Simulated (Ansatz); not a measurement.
# SiC: band structure with BLYP

The system is SiC.

```
CELL_PARAMETERS angstrom
3.07569 0.00000 0.00000
-1.53785 2.66363 0.00000
0.00000 0.00000 10.07065
ATOMIC_POSITIONS crystal
Si 0.00000 0.00000 0.18789
Si 0.00000 0.00000 0.68789
Si 0.33333 0.66667 0.43784
Si 0.66667 0.33333 0.93784
C 0.00000 0.00000 0.00046
C 0.00000 0.00000 0.50046
C 0.33333 0.66667 0.24980
C 0.66667 0.33333 0.74980
```

The cell is a database's computed one.

* Program: Ansatz 0.2.0
* Task: band structure
* Functional: BLYP
* Potentials or basis: Ansatz PAW
* Cutoff: 420 eV (not typed: the program's choice for these potentials)
* k mesh: 10 × 10 × 3
* Occupations: fermi-dirac, width 0.05 eV
* Spin: no spin polarisation
* Path: [["G", "M", "K", "G", "A", "L", "H", "A"], ["L", "M"], ["K", "H"]]
* Points for each segment of the path: 10

```
Pressure                : 8.5 GPa
Largest force           : 0.012 eV/Å
Band gap on the k mesh  : 2.53 eV, indirect (least direct gap 3.64 eV)
Band gap along the path : 2.53 eV, indirect (least direct gap 3.64 eV)
```

Forces in eV/Å, atoms in the order of the input:
```
Si   0.000  0.000 -0.012
Si   0.000  0.000 -0.012
Si   0.000  0.000  0.004
Si   0.000  0.000  0.004
C    0.000  0.000  0.002
C    0.000  0.000  0.002
C    0.000  0.000  0.006
C    0.000  0.000  0.006
```

Levels at the corners of the path, in eV from the valence-band top:
```csv
point,band 13,band 14,band 15,band 16,band 17,band 18,band 19,band 20
Γ,-0.58,-0.05,0.00,0.00,5.25,5.83,6.47,6.49
M,-2.31,-2.18,-1.54,-1.11,2.53,2.65,4.48,4.93
K,-3.88,-2.78,-2.78,-1.65,4.25,4.25,5.39,5.82
Γ,-0.58,-0.05,0.00,0.00,5.25,5.83,6.47,6.49
A,-0.20,-0.20,-0.20,-0.20,5.46,5.46,6.94,6.94
L,-2.42,-2.42,-1.53,-1.53,2.93,2.93,4.45,4.45
H,-2.69,-2.69,-2.39,-2.39,3.54,3.54,6.85,6.85
A,-0.20,-0.20,-0.20,-0.20,5.46,5.46,6.94,6.94
L,-2.42,-2.42,-1.53,-1.53,2.93,2.93,4.45,4.45
M,-2.31,-2.18,-1.54,-1.11,2.53,2.65,4.48,4.93
K,-3.88,-2.78,-2.78,-1.65,4.25,4.25,5.39,5.82
H,-2.69,-2.69,-2.39,-2.39,3.54,3.54,6.85,6.85
```

Run time: 8.9 s on 2 threads of Arm Neoverse V2 (shared host), peak memory 0.42 GiB.

Caveat: the pressure holds a Pulay correction of +0.4 GPa for the finite cutoff; the PAW data sets come from PBE, with cores solved anew for the run's functional, which leaves a small shift of forces and pressure.
